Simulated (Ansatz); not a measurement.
# Tin, bcc under LDA: structure, energy and stiffness

Aim: take tin in the bcc structure, relax it, solve it on a dense k-mesh, switch on spin-orbit coupling, then scale the cell to 7 volumes from 88 to 112 % of the relaxed one and try a fit of the equation of state. The k-meshes are 12×12×12 for the relaxation; 20×20×20 for the dense run; 12×12×12 for spin-orbit coupling; 13×13×13 for the volumes.

Method: DFT LDA (PW92), plane waves (420 eV) with PAW, scalar-relativistic; the PAW data stem from PBE, with regenerated cores, in Ansatz 0.2.0.

**1. Starting point**

The structure is cubic, space group Im-3m (No. 229). The conventional cell has a = 3.827 Å, b = 3.827 Å, c = 3.827 Å, α = 90.00°, β = 90.00°, γ = 90.00°. Around Sn (site symmetry m-3m) lie 8 Sn at 3.31 Å.

Structure file:

```xyz
1
Lattice="-1.9137 1.9137 1.9137 1.9137 -1.9137 1.9137 1.9137 1.9137 -1.9137" Properties=species:S:1:pos:R:3 pbc="T T T"
Sn    0.0000    0.0000    0.0000
```

**2. Relaxation of the cell**

File input.yaml:

```yaml
crystal:
  lattice:
    - [-1.9137253733, 1.9137253733, 1.9137253733]
    - [1.9137253733, -1.9137253733, 1.9137253733]
    - [1.9137253733, 1.9137253733, -1.9137253733]
  atoms:
    - { symbol: Sn, position: [0.0, 0.0, 0.0] }
hamiltonian:
  xc: lda
  pseudopotentials:
    kind: paw
    azcp:
      Sn: "pseudopotentials/Sn.paw.azcp"
basis:
  ecutwfc: 420
  fft_grid_basis: typed
kpoints:
  mp_grid: { grid: [12, 12, 12], shift: [0, 0, 0] }
magnetization:
  spin_polarized: false
scf:
  occupations: { method: fermi_dirac, width: 0.1 }
relax:
  max_steps: 60
  f_tol: 0.01
  cell: {}
output:
  write_density: true
  write_potential: true
  elf: true
  volumetric_format: npy
```

Log (excerpt; [...] marks lines left out):

```text
Warning: <dir> the record states the generating functional pbe (its physics header spells it `PBE`), which answers neither for hamiltonian.xc's functional nor for the lda family's — results may be inconsistent (PPs are generated against a specific XC)
Warning: RAYON_NUM_THREADS=2 ignored (pool sized by the plan → 2); use --threads N
[...]
Pseudopotentials: kind: paw
Pseudopotential: Sn, paw, valence charge 14, recommended cutoff 420 eV (normal), <dir>
Functional definition: SPW92
[...]
Crystal: 1 atoms, lattice volume = 28.035 Å³
Basis set: ecut = 420 eV, 555 PW (Γ)
Bands: 11, of which v1, the nominal top of the filled ones, is band 7 counted from 1 (6 counted from 0)
Symmetry: 48 space group operations
Space group: Im-3m (ITA 229), of the structure as read, at distance tolerance 3.0e-5 Å
k-points: 72 of 1728
[...]
SCF iter   1: F=—  HF=-5879.460344 eV  |F-HF|=—  |Δ(HF+E_count)|=         —  Δρ=6.62e-3  dr2=5.59e-3  ethr=1.77e-3  ⟨swp⟩=5.0  Hψ=4612  notcnv=0
[...]
relax step   1: F+E_penalty+E_count = -5879.45714267 eV  Δ(F+E_penalty+E_count) = +0.000e0 eV  max|allowed force component| = 0.000e0 eV/Å  Δτ_max = 0.0000 Å  P = -4.607 GPa  Ω = 28.035 Å³  (7 SCF iters, dr2 threshold 1.00e-7 eV, accepted)
[...]
relax step   3: F+E_penalty+E_count = -5879.49921750 eV  Δ(F+E_penalty+E_count) = -3.852e-5 eV  max|allowed force component| = 0.000e0 eV/Å  Δτ_max = 0.0000 Å  P = -0.042 GPa  Ω = 25.417 Å³  energy of the carried Pulay correction = +4.476e-4 eV  (3 SCF iters, dr2 threshold 1.00e-7 eV, accepted)
[...]
relax step   4: F+E_penalty+E_count = -5879.49882570 eV  Δ(F+E_penalty+E_count) = +3.918e-4 eV  max|allowed force component| = 0.000e0 eV/Å  Δτ_max = 0.0000 Å  P = -0.049 GPa  Ω = 25.417 Å³  stress off target by 4.92e-2 GPa  SCF on the basis re-selected at this cell (its energy is not [...]
SCF converged after 5 iterations
Free energy (F): -5879.498826 eV
[...]
E sigma→0 (E₀):  -5879.490508 eV
Entropy (-TS):   -0.016635 eV (-16.635 meV/atom)
Fermi energy:    11.569142 eV
[...]
--- Forces (eV/Å), atoms counted from 1 ---
  atom   1  Sn    -0.00000000     0.00000000     0.00000000
[...]
--- Stress (GPa, compression-positive) ---
       -0.049175      -0.000000       0.000000
       -0.000000      -0.049175       0.000000
        0.000000       0.000000      -0.049175
  P = ⅓ Tr σ = -0.0492 GPa (-0.492 kbar)
--- Band table (eV; the first three rows and the last of 72) ---
  k-point 0: bands = ["-9.9584", "-9.9584", "-9.9584", "-9.7861", "-9.7861", "-0.0836", "19.9921", "19.9921", "19.9921", "23.8863", "23.8863"]
[...]
--- Relaxed structure (3 steps of the walk, 3 accepted, 1 SCFs on fresh bases) ---
  F+E_penalty+E_count = -5879.49882570 eV   max|allowed force component| = 0.000e0 eV/Å   (the final SCF, on the basis selected at the relaxed cell)
  cell:  # Å, volume = 25.4168 Å³
    - [-1.8521954803475422, 1.8521954803475424, 1.8521954803475422]
    - [1.8521954803475422, -1.8521954803475424, 1.8521954803475422]
    - [1.8521954803475422, 1.8521954803475424, -1.8521954803475422]
  atoms:
    - { symbol: Sn, position: [0.0, 0.0, 0.0] }
```

Wall time 2.7 s (2 threads of Arm Neoverse V2, shared host); peak memory 0.3 GiB.

Step by step:

```csv
step,energy change (meV/atom),largest force (eV/Å),pressure (GPa),volume (Å³/atom)
1,0.00,0.0000,-4.61,28.035
2,-42.04,0.0000,0.21,25.307
3,-42.07,0.0000,-0.04,25.417
4,-41.68,0.0000,-0.05,25.417
```

Steps that repeat a cell are solved on a basis chosen anew, so their changes of energy are no gain of the relaxation.

Changes in the cell that was computed:

|  | before | after | change |
| --- | --- | --- | --- |
| a (Å) | 3.315 | 3.208 | -3.2 % |
| b (Å) | 3.315 | 3.208 | -3.2 % |
| c (Å) | 3.315 | 3.208 | -3.2 % |
| volume (Å³/atom) | 28.035 | 25.417 | -9.3 % |
| shortest distance (Å) | 3.315 | 3.208 | -3.2 % |
| space group (spins left aside) | Im-3m | Im-3m | same |

**3. The energy on a finer k-mesh**

File input.yaml:

```yaml
crystal:
  lattice:
    - [-1.8521954803, 1.8521954803, 1.8521954803]
    - [1.8521954803, -1.8521954803, 1.8521954803]
    - [1.8521954803, 1.8521954803, -1.8521954803]
  atoms:
    - { symbol: Sn, position: [0.0, 0.0, 0.0] }
hamiltonian:
  xc: lda
  pseudopotentials:
    kind: paw
    azcp:
      Sn: "pseudopotentials/Sn.paw.azcp"
basis:
  ecutwfc: 420
  fft_grid_basis: typed
kpoints:
  mp_grid: { grid: [20, 20, 20], shift: [0, 0, 0] }
magnetization:
  spin_polarized: false
scf:
  occupations: { method: fermi_dirac, width: 0.1 }
```

Log (excerpt; [...] marks lines left out):

```text
Warning: <dir> the record states the generating functional pbe (its physics header spells it `PBE`), which answers neither for hamiltonian.xc's functional nor for the lda family's — results may be inconsistent (PPs are generated against a specific XC)
Warning: RAYON_NUM_THREADS=2 ignored (pool sized by the plan → 2); use --threads N
[...]
[... 3 set-up lines as earlier in the session ...]
[...]
Crystal: 1 atoms, lattice volume = 25.417 Å³
Basis set: ecut = 420 eV, 531 PW (Γ)
Bands: 11, of which v1, the nominal top of the filled ones, is band 7 counted from 1 (6 counted from 0)
[... 1 set-up line as earlier in the session ...]
Space group: Im-3m (ITA 229), of the structure as read, at distance tolerance 2.9e-5 Å
k-points: 256 of 8000
[...]
SCF iter   1: F=—  HF=-5879.500189 eV  |F-HF|=—  |Δ(HF+E_count)|=         —  Δρ=6.84e-3  dr2=5.33e-3  ethr=1.77e-3  ⟨swp⟩=5.0  Hψ=16589  notcnv=0
[...]
SCF iter   7: F=-5879.497095 eV  HF=-5879.497095 eV  |F-HF|=8.39e-9  |Δ(HF+E_count)|=   2.14e-7  Δρ=5.24e-6  dr2=6.85e-9  ethr=7.14e-10  ⟨swp⟩=1.0  Hψ=8384  notcnv=0
[...]
SCF converged after 7 iterations
Free energy (F): -5879.497095 eV
[...]
E sigma→0 (E₀):  -5879.488035 eV
Entropy (-TS):   -0.018120 eV (-18.120 meV/atom)
Fermi energy:    11.519274 eV
[...]
```

Wall time 1.6 s (2 threads of Arm Neoverse V2, shared host); peak memory 0.32 GiB.

**4. With spin-orbit coupling**

input.yaml, as its differences from that of step 3:

```diff
@@ -10,3 +10,3 @@
   pseudopotentials:
-    kind: paw
+    kind: paw_fr
     azcp:
@@ -17,6 +17,12 @@
 kpoints:
-  mp_grid: { grid: [20, 20, 20], shift: [0, 0, 0] }
+  mp_grid: { grid: [12, 12, 12], shift: [0, 0, 0] }
 magnetization:
-  spin_polarized: false
+  noncollinear: true
+  spin_orbit: true
 scf:
   occupations: { method: fermi_dirac, width: 0.1 }
+output:
+  write_density: true
+  write_potential: true
+  elf: true
+  volumetric_format: npy
```

Log (excerpt; [...] marks lines left out):

```text
Warning: <dir> the record states the generating functional pbe (its physics header spells it `PBE`), which answers neither for hamiltonian.xc's functional nor for the lda family's — results may be inconsistent (PPs are generated against a specific XC)
Warning: RAYON_NUM_THREADS=2 ignored (pool sized by the plan → 2); use --threads N
[...]
Pseudopotentials: kind: paw_fr
Pseudopotential: Sn, paw_fr, valence charge 14, recommended cutoff 420 eV (normal), <dir>
[... 1 set-up line as earlier in the session ...]
[...]
non-collinear run that drives no moment, with spin-orbit: no starting moment large enough to seed its density (crystal.atoms[].spin), no starting occupations that ask for one, no magnetisation constraint and no magnetic field, so the semilocal B_xc is pinned to zero
Crystal: 1 atoms, lattice volume = 25.417 Å³
Basis set: ecut = 420 eV, 531 PW (Γ)
Bands: 22, of which v1, the nominal top of the filled ones, is band 14 counted from 1 (13 counted from 0)
Symmetry: 48 space group operations + 48 with time reversal
[...]
k-points: 72 of 1728
Projection manifold: j_resolved (fully-relativistic pseudo-atomic orbitals)
[...]
SCF iter   1: F=—  HF=-5881.578739 eV  |F-HF|=—  |Δ(HF+E_count)|=         —  Δρ=1.07e-2  dr2=3.55e-2  dr2_m=0.00e0 (ungated)  ethr=3.10e-3  |M|=0.00e0 ∫|m|=0.00e0 μB  |m|>n=0.0e0 m-floor=0.0e0 τ_xc=0.0e0  β_m=0.30  ⟨swp⟩=8.7  Hψ=5171  notcnv=0  defer=20
[...]
spin=Noncollinear: Kerker preconditioning applied to the charge; magnetization (m_x, m_y, m_z) channels mix plain (no charge-response kernel on spin).
[...]
SCF iter   8: F=-5881.557979 eV  HF=-5881.557979 eV  |F-HF|=2.17e-9  |Δ(HF+E_count)|=   1.16e-7  Δρ=2.61e-6  dr2=2.14e-9  dr2_m=0.00e0 (ungated)  ethr=7.14e-10  |M|=0.00e0 ∫|m|=0.00e0 μB  |m|>n=0.0e0 m-floor=0.0e0 τ_xc=0.0e0  ⟨swp⟩=6.6  Hψ=3159  notcnv=0
[...]
SCF converged after 8 iterations
Magnetization: |M| = 0.0000 μB,  M = (+0.0000, +0.0000, +0.0000) μB
Absolute magnetization: 0.0000 μB (∫|m|)
  site 0: m = (+0.0000, +0.0000, +0.0000) μB, |m| = 0.0000 μB  (R = 1.32 Å)
Free energy (F): -5881.557979 eV
[...]
E sigma→0 (E₀):  -5881.549461 eV
Entropy (-TS):   -0.017036 eV (-17.036 meV/atom)
Fermi energy:    11.560842 eV
[...]
--- Band table (eV; the first three rows and the last of 72) ---
[... band rows left out ...]
[...]
```

It took 3.9 s on 2 threads of Arm Neoverse V2, shared host; peak memory 0.38 GiB.

Side by side:

|  | scalar-relativistic | with spin-orbit coupling |
| --- | --- | --- |
| k-mesh | 20×20×20 | 12×12×12 |
| gap on the mesh | none (levels filled in part) | none (levels filled in part) |

The meshes differ, so small differences between the columns need not come from spin-orbit coupling.

The maps below are laid out on this run's own conventional cell (a, b, c = 3.704, 3.704, 3.704 Å).

Density in a lattice plane of the grid's cell (edges 3.70 and 3.70 Å, at 0.000 of the third edge), which holds Sn.

Ten even steps from '0' (0.09 e/Å³) to '9' (16.50 e/Å³):
```
875310000000000000001357
543210000000000000001234
221100000000000000000112
000000000000000000000000
000000000000000000000000
000000000000000000000000
000000000000000000000000
000000000000000000000000
000000000000000000000000
000000000000000000000000
000000000000000000000000
000000000000000000000000
000000000000000000000000
000000000000000000000000
000000000000000000000000
000000000000000000000000
221100000000000000000112
543210000000000000001234
875310000000000000001357
986310000000000000001368
```
Columns run along the first of these edges and rows up along the second, over one cell in 24 and 20 even steps from the bottom left corner. Atoms in the plane (fractional): Sn at (0.00, 0.00).

ELF in the same plane.

Values, 12 rows by 12 columns:
```
0.01 0.05 0.23 0.35 0.34 0.25 0.16 0.25 0.34 0.35 0.23 0.05
0.17 0.23 0.33 0.34 0.34 0.23 0.17 0.23 0.34 0.34 0.33 0.23
0.35 0.35 0.34 0.36 0.30 0.21 0.17 0.21 0.30 0.36 0.34 0.35
0.33 0.34 0.34 0.30 0.24 0.19 0.17 0.19 0.24 0.30 0.34 0.34
0.25 0.25 0.23 0.21 0.19 0.17 0.16 0.17 0.19 0.21 0.23 0.25
0.16 0.16 0.17 0.17 0.17 0.16 0.16 0.16 0.17 0.17 0.17 0.16
0.25 0.25 0.23 0.21 0.19 0.17 0.16 0.17 0.19 0.21 0.23 0.25
0.33 0.34 0.34 0.30 0.24 0.19 0.17 0.19 0.24 0.30 0.34 0.34
0.35 0.35 0.34 0.36 0.30 0.21 0.17 0.21 0.30 0.36 0.34 0.35
0.17 0.23 0.33 0.34 0.34 0.23 0.17 0.23 0.34 0.34 0.33 0.23
0.01 0.05 0.23 0.35 0.34 0.25 0.16 0.25 0.34 0.35 0.23 0.05
0.00 0.01 0.17 0.35 0.33 0.25 0.16 0.25 0.33 0.35 0.17 0.01
```
Columns run along the first of these edges and rows up along the second, over one cell in 12 and 12 even steps from the bottom left corner. Atoms in the plane (fractional): Sn at (0.00, 0.00).

Both are smooth fields of the valence electrons: close to the nuclei they are not physical.

**5. The cell scaled to 88 % of its volume**

File input.yaml:

```yaml
crystal:
  lattice:
    - [-1.7749292407, 1.7749292407, 1.7749292407]
    - [1.7749292407, -1.7749292407, 1.7749292407]
    - [1.7749292407, 1.7749292407, -1.7749292407]
  atoms:
    - { symbol: Sn, position: [0.0, 0.0, 0.0] }
hamiltonian:
  xc: lda
  pseudopotentials:
    kind: paw
    azcp:
      Sn: "pseudopotentials/Sn.paw.azcp"
basis:
  ecutwfc: 420
  fft_grid_basis: typed
kpoints:
  mp_grid: { grid: [13, 13, 13], shift: [0, 0, 0] }
magnetization:
  spin_polarized: false
scf:
  occupations: { method: fermi_dirac, width: 0.1 }
  lower_state_search: "off"
output:
  stress: true
  write_density: true
  write_potential: true
  elf: true
  volumetric_format: npy
```

Log (excerpt; [...] marks lines left out):

```text
Warning: <dir> the record states the generating functional pbe (its physics header spells it `PBE`), which answers neither for hamiltonian.xc's functional nor for the lda family's — results may be inconsistent (PPs are generated against a specific XC)
Warning: RAYON_NUM_THREADS=2 ignored (pool sized by the plan → 2); use --threads N
[...]
[... 3 set-up lines as earlier in the session ...]
[...]
Crystal: 1 atoms, lattice volume = 22.367 Å³
Basis set: ecut = 420 eV, 429 PW (Γ)
Bands: 11, of which v1, the nominal top of the filled ones, is band 7 counted from 1 (6 counted from 0)
[... 1 set-up line as earlier in the session ...]
Space group: Im-3m (ITA 229), of the structure as read, at distance tolerance 2.8e-5 Å
k-points: 84 of 2197
[...]
SCF iter   1: F=—  HF=-5879.406487 eV  |F-HF|=—  |Δ(HF+E_count)|=         —  Δρ=7.41e-3  dr2=5.47e-3  ethr=1.77e-3  ⟨swp⟩=5.1  Hψ=5487  notcnv=0
[...]
SCF iter   7: F=-5879.403592 eV  HF=-5879.403592 eV  |F-HF|=1.68e-9  |Δ(HF+E_count)|=   6.76e-8  Δρ=2.93e-6  dr2=1.43e-9  ethr=7.14e-10  ⟨swp⟩=8.5  Hψ=6053  notcnv=0
[...]
SCF converged after 7 iterations
Free energy (F): -5879.403592 eV
[...]
E sigma→0 (E₀):  -5879.393449 eV
Entropy (-TS):   -0.020286 eV (-20.286 meV/atom)
Fermi energy:    13.679514 eV
[...]
--- Stress (GPa, compression-positive) ---
       10.638501      -0.000000       0.000000
       -0.000000      10.638501       0.000000
       -0.000000       0.000000      10.638501
  P = ⅓ Tr σ = 10.6385 GPa (106.385 kbar)
--- Band table (eV; the first three rows and the last of 84) ---
  k-point 0: bands = ["-7.9505", "-7.9505", "-7.9505", "-7.7014", "-7.7014", "1.0010", "23.4788", "23.4788", "23.4788", "26.2397", "26.2397"]
[...]
```

Wall time 1.4 s (2 threads of Arm Neoverse V2, shared host); peak memory 0.28 GiB.

**6. The cell scaled to 92 % of its volume**

input.yaml, as its differences from that of step 5:

```diff
@@ -2,5 +2,5 @@
   lattice:
-    - [-1.7749292407, 1.7749292407, 1.7749292407]
-    - [1.7749292407, -1.7749292407, 1.7749292407]
-    - [1.7749292407, 1.7749292407, -1.7749292407]
+    - [-1.8014246282, 1.8014246282, 1.8014246282]
+    - [1.8014246282, -1.8014246282, 1.8014246282]
+    - [1.8014246282, 1.8014246282, -1.8014246282]
   atoms:
```

Log (excerpt; [...] marks lines left out):

```text
Warning: <dir> the record states the generating functional pbe (its physics header spells it `PBE`), which answers neither for hamiltonian.xc's functional nor for the lda family's — results may be inconsistent (PPs are generated against a specific XC)
Warning: RAYON_NUM_THREADS=2 ignored (pool sized by the plan → 2); use --threads N
[...]
[... 3 set-up lines as earlier in the session ...]
[...]
Crystal: 1 atoms, lattice volume = 23.383 Å³
Basis set: ecut = 420 eV, 459 PW (Γ)
Bands: 11, of which v1, the nominal top of the filled ones, is band 7 counted from 1 (6 counted from 0)
[... 2 set-up lines as earlier in the session ...]
k-points: 84 of 2197
[...]
SCF iter   1: F=—  HF=-5879.459862 eV  |F-HF|=—  |Δ(HF+E_count)|=         —  Δρ=7.30e-3  dr2=5.57e-3  ethr=1.77e-3  ⟨swp⟩=5.1  Hψ=5453  notcnv=0
[...]
SCF iter   7: F=-5879.456923 eV  HF=-5879.456923 eV  |F-HF|=4.73e-9  |Δ(HF+E_count)|=   1.50e-7  Δρ=4.69e-6  dr2=3.80e-9  ethr=7.14e-10  ⟨swp⟩=8.8  Hψ=6291  notcnv=0
[...]
SCF converged after 7 iterations
Free energy (F): -5879.456923 eV
[...]
E sigma→0 (E₀):  -5879.446511 eV
Entropy (-TS):   -0.020823 eV (-20.823 meV/atom)
Fermi energy:    12.887791 eV
[...]
--- Stress (GPa, compression-positive) ---
        6.339411       0.000000       0.000000
       -0.000000       6.339411      -0.000000
       -0.000000       0.000000       6.339411
  P = ⅓ Tr σ = 6.3394 GPa (63.394 kbar)
--- Band table (eV; the first three rows and the last of 84) ---
  k-point 0: bands = ["-8.6685", "-8.6685", "-8.6685", "-8.4489", "-8.4489", "0.6100", "22.2178", "22.2178", "22.2178", "25.3991", "25.3991"]
[...]
```

It took 1 s on 2 threads of Arm Neoverse V2, shared host; peak memory 0.28 GiB.

**7. The cell scaled to 96 % of its volume**

input.yaml, as its differences from that of step 6:

```diff
@@ -2,5 +2,5 @@
   lattice:
-    - [-1.8014246282, 1.8014246282, 1.8014246282]
-    - [1.8014246282, -1.8014246282, 1.8014246282]
-    - [1.8014246282, 1.8014246282, -1.8014246282]
+    - [-1.8271627431, 1.8271627431, 1.8271627431]
+    - [1.8271627431, -1.8271627431, 1.8271627431]
+    - [1.8271627431, 1.8271627431, -1.8271627431]
   atoms:
@@ -25,5 +25 @@
   stress: true
-  write_density: true
-  write_potential: true
-  elf: true
-  volumetric_format: npy
```

Log (excerpt; [...] marks lines left out):

```text
Warning: <dir> the record states the generating functional pbe (its physics header spells it `PBE`), which answers neither for hamiltonian.xc's functional nor for the lda family's — results may be inconsistent (PPs are generated against a specific XC)
Warning: RAYON_NUM_THREADS=2 ignored (pool sized by the plan → 2); use --threads N
[...]
[... 3 set-up lines as earlier in the session ...]
[...]
Crystal: 1 atoms, lattice volume = 24.400 Å³
Basis set: ecut = 420 eV, 459 PW (Γ)
Bands: 11, of which v1, the nominal top of the filled ones, is band 7 counted from 1 (6 counted from 0)
[... 2 set-up lines as earlier in the session ...]
k-points: 84 of 2197
[...]
SCF iter   1: F=—  HF=-5879.488975 eV  |F-HF|=—  |Δ(HF+E_count)|=         —  Δρ=7.15e-3  dr2=5.58e-3  ethr=1.77e-3  ⟨swp⟩=5.0  Hψ=5447  notcnv=0
[...]
SCF iter   7: F=-5879.485948 eV  HF=-5879.485948 eV  |F-HF|=1.49e-8  |Δ(HF+E_count)|=   3.09e-7  Δρ=7.49e-6  dr2=1.17e-8  ethr=7.14e-10  ⟨swp⟩=3.0  Hψ=3516  notcnv=0
[...]
SCF converged after 7 iterations
Free energy (F): -5879.485948 eV
[...]
E sigma→0 (E₀):  -5879.475349 eV
Entropy (-TS):   -0.021199 eV (-21.199 meV/atom)
Fermi energy:    12.162817 eV
[...]
--- Stress (GPa, compression-positive) ---
        2.942710       0.000000      -0.000000
       -0.000000       2.942710       0.000000
       -0.000000       0.000000       2.942710
  P = ⅓ Tr σ = 2.9427 GPa (29.427 kbar)
```

It took 0.71 s on 2 threads of Arm Neoverse V2, shared host; peak memory 0.27 GiB.

**8. The cell scaled to 100 % of its volume**

input.yaml, as its differences from that of step 7:

```diff
@@ -2,5 +2,5 @@
   lattice:
-    - [-1.8271627431, 1.8271627431, 1.8271627431]
-    - [1.8271627431, -1.8271627431, 1.8271627431]
-    - [1.8271627431, 1.8271627431, -1.8271627431]
+    - [-1.8521954803, 1.8521954803, 1.8521954803]
+    - [1.8521954803, -1.8521954803, 1.8521954803]
+    - [1.8521954803, 1.8521954803, -1.8521954803]
   atoms:
```

Log (excerpt; [...] marks lines left out):

```text
Warning: <dir> the record states the generating functional pbe (its physics header spells it `PBE`), which answers neither for hamiltonian.xc's functional nor for the lda family's — results may be inconsistent (PPs are generated against a specific XC)
Warning: RAYON_NUM_THREADS=2 ignored (pool sized by the plan → 2); use --threads N
[...]
[... 3 set-up lines as earlier in the session ...]
[...]
Crystal: 1 atoms, lattice volume = 25.417 Å³
Basis set: ecut = 420 eV, 531 PW (Γ)
Bands: 11, of which v1, the nominal top of the filled ones, is band 7 counted from 1 (6 counted from 0)
[... 2 set-up lines as earlier in the session ...]
k-points: 84 of 2197
[...]
SCF iter   1: F=—  HF=-5879.498868 eV  |F-HF|=—  |Δ(HF+E_count)|=         —  Δρ=6.99e-3  dr2=5.56e-3  ethr=1.77e-3  ⟨swp⟩=5.0  Hψ=5430  notcnv=0
[...]
SCF iter   7: F=-5879.495769 eV  HF=-5879.495769 eV  |F-HF|=8.18e-9  |Δ(HF+E_count)|=   1.72e-7  Δρ=5.13e-6  dr2=6.97e-9  ethr=7.14e-10  ⟨swp⟩=3.0  Hψ=3513  notcnv=0
[...]
SCF converged after 7 iterations
Free energy (F): -5879.495769 eV
[...]
E sigma→0 (E₀):  -5879.485068 eV
Entropy (-TS):   -0.021402 eV (-21.402 meV/atom)
Fermi energy:    11.497776 eV
[...]
--- Stress (GPa, compression-positive) ---
        0.255084      -0.000000      -0.000000
        0.000000       0.255084       0.000000
       -0.000000      -0.000000       0.255084
  P = ⅓ Tr σ = 0.2551 GPa (2.551 kbar)
```

Run time: 0.73 s. Hardware: 2 threads of Arm Neoverse V2, shared host; peak memory 0.28 GiB.

(Part 1 of 2 ends here.)
